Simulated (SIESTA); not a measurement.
**ZnSe (Stilleite) under changes of volume**

One of the cells (23.212 Å³/atom); the others are scaled copies at fixed shape and fractional positions:

```
Se Zn
1.0
     0.00000    2.85257    2.85257
     2.85257    0.00000    2.85257
     2.85257    2.85257    0.00000
Se Zn
1 1
Cartesian
  4.2789 4.2789 4.2789
  0.0000 0.0000 0.0000
```

| Item | Value |
| --- | --- |
| Program | SIESTA 5.4.2 |
| Functional | PBEsol |
| Potentials or basis | PseudoDojo 0.4 standard (PBEsol files) |
| Basis | DZP (energy shift 0.003 Ry; two zetas on semicore shells) |
| Grid cutoff | 800 Ry |
| Energy shift | 0.003 Ry |
| k mesh | 8 × 8 × 8 |
| Occupations | fermi-dirac, width 0.05 eV |
| Spin | no spin polarisation |

```tsv
volume (Å³/atom)	energy over the lowest point (meV/atom)	pressure (GPa)	gap on the mesh (eV)
21.391	?	?	?
21.846	4.30	2.3	1.69
22.301	0.00	0.7	1.58
23.212	4.24	-2.0	1.37
23.667	11.37	-3.0	1.27
24.122	21.26	-4.0	1.18
```

**Question.** What does the run at 21.391 Å³/atom give?

**Answer.** Energy over the lowest point 13.25 meV/atom; pressure 4.0 GPa; gap on the mesh 1.81 eV.

Worked out: A Birch-Murnaghan fit of order 3 (a polynomial in V^(-2/3)) to the other rows has its minimum at 22.50 Å³/atom with B0 = V·E''(V) = 72 GPa and B' = 7.3. It gives 13.86 meV/atom at 21.391 Å³/atom, against the run's 13.25, and -dE/dV = 4.4 GPa, against 4.0. A straight line through the other rows of the gap, of slope -5.17 eV per unit of ln V (its deformation potential), extrapolates to 1.80 eV, against the run's 1.81.

Energies are extrapolated to zero smearing.

Caveats: short orbitals over semicore shells can move pressures by several GPa; the valence orbitals were made in a potential fitted to the semicore shell under them, which widens gaps by tenths of an eV or more; the basis of atomic orbitals isn't converged, which shifts pressures, moduli and gaps.

A mesh can miss the band edges. Spin-orbit coupling on Se is left out.
